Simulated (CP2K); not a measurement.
Crystal: Mo.

```
Mo
1.0
     2.74324    0.00000    0.00000
    -0.91441    2.58635    0.00000
    -0.91441   -1.29317    2.23984
Mo
1
Direct
  0.00000 0.00000 0.00000
```

Program: CP2K 2026.2. Alike in all runs: no spin polarisation; cell as given; k mesh 12 × 12 × 12.

Q: Order these runs on this cell by their pressure, lowest first.
A. level LDA; potentials or basis GTH_POTENTIALS Mo GTH-PADE-q14; TZVP-MOLOPT-PBE-GTH basis; smearing fermi-dirac 0.05 eV; NGRIDS 5; basis sets Mo TZVP-MOLOPT-PBE-GTH-q14; potentials Mo GTH-PADE-q14 of GTH_POTENTIALS; points a segment of the path (NPOINTS) 6; bands added on the path 2
B. level r2SCAN; potentials or basis POTENTIAL_UZH Mo GTH-SCAN-q14; TZVP-MOLOPT-SCAN-GTH basis; smearing fermi-dirac 0.0259 eV; NGRIDS 4; basis sets Mo TZVP-MOLOPT-SCAN-GTH-q14; potentials Mo GTH-SCAN-q14 of POTENTIAL_UZH; points a segment of the path (NPOINTS) 8; bands added on the path 2
C. level PBEsol; potentials or basis POTENTIAL_UZH Mo GTH-PBE-q14; TZVP-MOLOPT-PBE-GTH basis; smearing fermi-dirac 0.05 eV; NGRIDS 4; basis sets Mo TZVP-MOLOPT-PBE-GTH-q14; potentials Mo GTH-PBE-q14 of POTENTIAL_UZH

A: A (-12.6 GPa), C (-7.0 GPa), B (-2.2 GPa).

Caveats: the basis of atomic orbitals isn't converged, which shifts pressures, moduli and gaps; the potentials were made for another functional, which shifts forces and pressure (some runs).
